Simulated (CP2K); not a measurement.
WS2 under changes of volume

One of the cells (49.592 Å³/atom); the others are scaled copies at fixed shape and fractional positions:

```
W S
1.0
     3.18352    0.00000    0.00000
    -1.59176    2.75701    0.00000
     0.00000    0.00000   16.95058
W S
1 2
Cartesian
  0.0000 0.0000 0.0000
  0.0000 1.8380 1.5595
  0.0000 1.8380 15.3911
```

| Quantity | Value |
| --- | --- |
| Program | CP2K 2026.2 |
| Functional | PBEsol |
| Potentials or basis | POTENTIAL_UZH W GTH-PBE-q14, S GTH-PBE-q6; TZVP-MOLOPT-PBE-GTH basis |
| Density cutoff | 6123 eV |
| k mesh | 10 × 10 × 2 |
| Occupations | fermi-dirac, width 0.05 eV |
| Spin | no spin polarisation |

```csv
volume (Å³/atom),energy over the lowest point (meV/atom),gap on the mesh (eV),largest force (eV/Å)
46.616,20.96,2.17,1.181
47.608,6.09,2.11,0.742
48.600,0.00,2.05,0.336
49.592,?,?,?
50.583,10.62,1.93,0.385
51.575,25.79,1.88,0.706
52.567,46.65,1.83,1.002
```

What does the run at 49.592 Å³/atom give?

Energy over the lowest point 1.78 meV/atom; gap on the mesh 1.99 eV; largest force 0.039 eV/Å.

Worked out: A Birch-Murnaghan fit of order 3 (a polynomial in V^(-2/3)) to the other rows has its minimum at 48.86 Å³/atom with B0 = V·E''(V) = 61 GPa and B' = 4.4 at fixed shape and positions, which overstates the stiffness. It gives 1.79 meV/atom at 49.592 Å³/atom, against the run's 1.78. A straight line through the other rows of the gap, of slope -2.86 eV per unit of ln V, gives 1.99 eV, against the run's 1.99.

Energies are extrapolated to zero smearing.

Caveats: the potentials were made for another functional, which shifts forces and pressure; spin-orbit coupling is left out, which moves the levels of the heavy elements; the basis of atomic orbitals isn't converged, which shifts pressures, moduli and gaps.

A mesh can miss the band edges.
